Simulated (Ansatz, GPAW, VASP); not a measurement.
**One calculation of ZrC, 4 ways**

```
CELL_PARAMETERS angstrom
0.00000 2.36500 2.36500
2.36500 0.00000 2.36500
2.36500 2.36500 0.00000
ATOMIC_POSITIONS crystal
Zr 0.50000 0.50000 0.50000
C 0.00000 0.00000 0.00000
```

Alike in all runs: task single point; functional PBE; k mesh 10 × 10 × 10; occupations gaussian, width 0.02 eV; no spin polarisation; no spin-orbit coupling. Pressure is positive in compression and, in plane waves, holds the error of the finite cutoff, which Ansatz's Pulay term estimates and takes out.

| program and potentials | plane-wave cutoff (eV) | notes | band gap (eV) | pressure (GPa) |
| --- | --- | --- | --- | --- |
| Ansatz, Ansatz PAW | 420 | Pulay term of +0.20 GPa included | - | -2.96 |
| GPAW, GPAW PAW data sets (gpaw-data 1.2.1) | 800 | - | no gap | -3.88 |
| VASP, PBE PAW files C, Zr_sv, release 54, 520 eV | 520 | - | ? | ? |
| Ansatz, all-electron LAPW, scalar-relativistic | - | - | - | -2.90 |

Estimate from the other rows what the run with VASP, PBE PAW files C, Zr_sv, release 54, 520 eV gave.

No band gap; pressure -2.71 GPa. The other rows, which needn't bracket it: pressure -3.88 to -2.90.
